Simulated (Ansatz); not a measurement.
Crystal: MgTe.

```
CELL_PARAMETERS angstrom
0.00000 3.23200 3.23200
3.23200 0.00000 3.23200
3.23200 3.23200 0.00000
ATOMIC_POSITIONS crystal
Te 0.25000 0.25000 0.25000
Mg 0.00000 0.00000 0.00000
```

The cell comes from a database or a generator and needn't be the stable form of this composition.

Base run:

| Property | Result |
| --- | --- |
| Program | Ansatz 0.2.0 |
| Functional | PBEsol |
| Potentials or basis | all-electron LAPW, scalar-relativistic |
| Cutoff | 199 eV (chosen from the basis error) |
| Basis error allowed | 0.001 eV/atom |
| k mesh | 7 × 7 × 7 |
| Occupations | gaussian, width 0.02 eV |
| Spin | no spin polarisation |

Its results: band gap on the k mesh 2.30 eV, direct; pressure -0.4 GPa.

Task: The run is repeated on the same cell with these changes: functional from PBEsol to PBE; occupations from gaussian, width 0.02 eV to gaussian, width 0.05 eV. What comes out?

Result: Band gap on the k mesh 2.42 eV, direct; pressure 0.7 GPa.

Caveats: spin-orbit coupling is left out, which moves the levels of the heavy elements.

